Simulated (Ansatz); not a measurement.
A distorted cell of RuO$_{2}$ (rutile):

```
CELL_PARAMETERS angstrom
      4.52339     0.00000     0.00000
      0.00000     4.52339     0.00000
      0.00000     0.00000     6.23804
ATOMIC_POSITIONS crystal
  Ru 0.50938 0.50938 0.25000
  Ru 0.49062 0.49062 0.75000
  Ru 0.00167 0.99833 0.00000
  Ru 0.99833 0.00167 0.50000
  O  0.80947 0.80947 0.25000
  O  0.80188 0.80188 0.75000
  O  0.30635 0.69365 0.00000
  O  0.30499 0.69501 0.50000
  O  0.69501 0.30499 0.00000
  O  0.69365 0.30635 0.50000
  O  0.19812 0.19812 0.25000
  O  0.19053 0.19053 0.75000
```

These are PBE (plane waves to 420 eV, PAW, scalar-relativistic; Ansatz, an electronic-structure program) values and carry that method's errors. k mesh 10×10×8 (Γ-centred), Fermi-Dirac smearing 0.05 eV. Stress and pressure are positive under compression. With partly filled bands, energies and forces of such displacements shift with the k mesh and the smearing. RuO2 is run without spin polarisation and with no Hubbard U. RuO2 was relaxed with its symmetry unable to fall.

Task: What forces act on the atoms (eV/Å, Cartesian)?

Result: 
```json
[
 {"atom": "Ru1", "Fx": "-0.692", "Fy": "-0.692", "Fz": "0.000"},
 {"atom": "Ru2", "Fx": "0.692", "Fy": "0.692", "Fz": "0.000"},
 {"atom": "Ru3", "Fx": "-0.122", "Fy": "0.122", "Fz": "0.000"},
 {"atom": "Ru4", "Fx": "0.122", "Fy": "-0.122", "Fz": "0.000"},
 {"atom": "O5", "Fx": "-0.017", "Fy": "-0.017", "Fz": "0.000"},
 {"atom": "O6", "Fx": "0.067", "Fy": "0.067", "Fz": "0.000"},
 {"atom": "O7", "Fx": "0.004", "Fy": "-0.004", "Fz": "0.000"},
 {"atom": "O8", "Fx": "0.019", "Fy": "-0.019", "Fz": "0.000"},
 {"atom": "O9", "Fx": "-0.019", "Fy": "0.019", "Fz": "0.000"},
 {"atom": "O10", "Fx": "-0.004", "Fy": "0.004", "Fz": "0.000"},
 {"atom": "O11", "Fx": "-0.067", "Fy": "-0.067", "Fz": "0.000"},
 {"atom": "O12", "Fx": "0.017", "Fy": "0.017", "Fz": "0.000"}
]
```

(A displaced cell: forces are minus the slopes of the energy, force constants its curvatures, and phonons follow from these.)
